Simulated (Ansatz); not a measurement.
Set up this calculation in Ansatz 0.2.0, as the native input.

```yaml
Task: single point
Functional: PBE
Potentials_or_basis: all-electron LAPW, scalar-relativistic
Cutoff: 563 eV (chosen from the basis error)
Basis_error_allowed: 0.001 eV/atom
k_mesh: 6 × 6 × 6
Occupations: fermi-dirac, width 0.05 eV
Spin: no spin polarisation
```

SiO2:

```
Si O
1.0
    -4.47204    4.47204    2.61177
     4.47204   -4.47204    2.61177
     4.47204    4.47204   -2.61177
Si O
4 8
Cartesian
  2.8899 2.8899 2.6118
  2.8899 -2.8899 2.6118
  -2.8899 2.8899 2.6118
  1.5821 1.5821 0.0000
  7.0788 0.0000 0.0000
  0.0000 1.8653 0.0000
  0.0000 7.0788 0.0000
  1.8653 0.0000 0.0000
  2.2360 2.2360 -1.3059
  -2.2360 2.2360 1.3059
  2.2360 -2.2360 1.3059
  2.2360 2.2360 1.3059
```

The cell comes from a database or a generator and needn't be the stable form of this composition.

These files were run (other wordings do the same):

input.yaml

```yaml
crystal:
  lattice:
    - [-4.47204052, 4.47204052, 2.61177035]
    - [4.47204052, -4.47204052, 2.61177035]
    - [4.47204052, 4.47204052, -2.61177035]
  atoms:
    - { symbol: Si, position: [0.82311142, 0.82311142, 0.64622284] }
    - { symbol: Si, position: [0.17688858, 0.82311142, 0.0] }
    - { symbol: Si, position: [0.82311142, 0.17688858, 0.0] }
    - { symbol: Si, position: [0.17688858, 0.17688858, 0.35377716] }
    - { symbol: O, position: [0.0, 0.79145134, 0.79145134] }
    - { symbol: O, position: [0.20854866, 0.0, 0.20854866] }
    - { symbol: O, position: [0.79145134, 0.0, 0.79145134] }
    - { symbol: O, position: [0.0, 0.20854866, 0.20854866] }
    - { symbol: O, position: [0.0, 0.0, 0.5] }
    - { symbol: O, position: [0.5, 0.0, 0.0] }
    - { symbol: O, position: [0.0, 0.5, 0.0] }
    - { symbol: O, position: [0.5, 0.5, 0.5] }
kpoints:
  mp_grid: { grid: [6, 6, 6] }
scf:
  occupations: { method: fermi_dirac, width: 0.05 }
hamiltonian:
  xc: pbe
  pseudopotentials: { kind: all_electron, lapw: { basis_error: 0.001 } }
output:
  forces: true
  stress: true
  eigenvalues: true
  populations: true
```

Potentials or basis: all-electron LAPW, scalar-relativistic.

Launch:

```console
$ ansatz run input.yaml --threads 8 --pin off --max-ram 24576MiB --backend cpu --events-out ev --progress --plain --runs-dir out
```

Results of the run:

```yaml
Pressure: 3.7 GPa
Largest_force: 0.217 eV/Å
Band_gap_on_the_k_mesh: 5.46 eV, indirect (least direct gap 5.47 eV)
Loewdin_charges: Si +1.84; O -0.81 e
```

Caveat: the atomic charges don't sum to the cell's charge.

Wall time 100 s on 8 threads of Intel(R) Xeon(R) Processor @ 2.50GHz (Skylake/Cascade Lake), with other jobs on the host, peak memory 2.4 GiB.
